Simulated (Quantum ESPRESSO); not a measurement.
## CsSnBr3 under changes of volume

One of the cells (39.815 Å³/atom); the others are scaled copies at fixed shape and fractional positions:

```
Cs Sn Br
1.0
     5.83901    0.00000    0.00000
     0.00000    5.83901    0.00000
     0.00000    0.00000    5.83901
Cs Sn Br
1 1 3
Direct
  0.00000 0.00000 0.00000
  0.50000 0.50000 0.50000
  0.00000 0.50000 0.50000
  0.50000 0.50000 0.00000
  0.50000 0.00000 0.50000
```

The cell is a database's computed one.

| Property | Result |
| --- | --- |
| Program | Quantum ESPRESSO 7.5 |
| Functional | PBE |
| Potentials or basis | SSSP 1.3 efficiency PBE |
| Cutoff | 816 eV |
| Density cutoff | 6531 eV |
| k mesh | 5 × 5 × 5 |
| Occupations | fermi-dirac, width 0.05 eV |
| Spin | no spin polarisation |

```csv
volume (Å³/atom),energy over the lowest point (meV/atom),pressure (GPa),gap on the mesh (eV)
37.426,?,?,?
38.222,11.21,1.5,1.81
39.019,5.17,1.0,1.84
39.815,1.52,0.5,1.88
40.611,0.00,0.1,1.91
41.408,0.40,-0.3,1.95
42.204,2.53,-0.6,1.98
```

**Question.** What does the run at 37.426 Å³/atom give?

**Answer.** Energy over the lowest point 19.90 meV/atom; pressure 2.0 GPa; gap on the mesh 1.77 eV.

Worked out: A Birch-Murnaghan fit of order 3 (a polynomial in V^(-2/3)) to the other rows has its minimum at 40.83 Å³/atom with B0 = V·E''(V) = 19.2 GPa and B' = 4.4. It gives 19.89 meV/atom at 37.426 Å³/atom, against the run's 19.90, and -dE/dV = 2.0 GPa, against 2.0. A straight line through the other rows of the gap, of slope 1.74 eV per unit of ln V (its deformation potential), extrapolates to 1.77 eV, against the run's 1.77.

Energies are extrapolated to zero smearing.

Caveats: spin-orbit coupling is left out, which moves the levels of the heavy elements; an odd mesh through Γ misses points on the zone boundary, where band edges often lie.
